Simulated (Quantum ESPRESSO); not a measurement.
The system is KI.

```
CELL_PARAMETERS angstrom
0.00000 3.53277 3.53277
3.53277 0.00000 3.53277
3.53277 3.53277 0.00000
ATOMIC_POSITIONS crystal
I 0.50000 0.50000 0.50000
K 0.00000 0.00000 0.00000
```

Base run:

```yaml
Program: Quantum ESPRESSO 7.5
Functional: PBEsol
Potentials_or_basis: PseudoDojo 0.4.1 SR PBEsol standard
Cutoff: 1007 eV
Density_cutoff: 4027 eV
k_mesh: 7 × 7 × 7
Occupations: fermi-dirac, width 0.05 eV
Spin: no spin polarisation
```

Its results: band gap on the k mesh 3.82 eV, direct; pressure -0.3 GPa.

The run is repeated on the same cell with these changes: functional from PBEsol to LDA; potentials or basis from PseudoDojo 0.4.1 SR PBEsol standard to PseudoDojo 0.4.1 SR LDA standard; cutoff from 1007 eV to 980 eV; density cutoff from 4027 eV to 3918 eV. What comes out?

Band gap on the k mesh 3.60 eV, direct; pressure -1.3 GPa.

Caveats: spin-orbit coupling is left out, which moves the levels of the heavy elements.
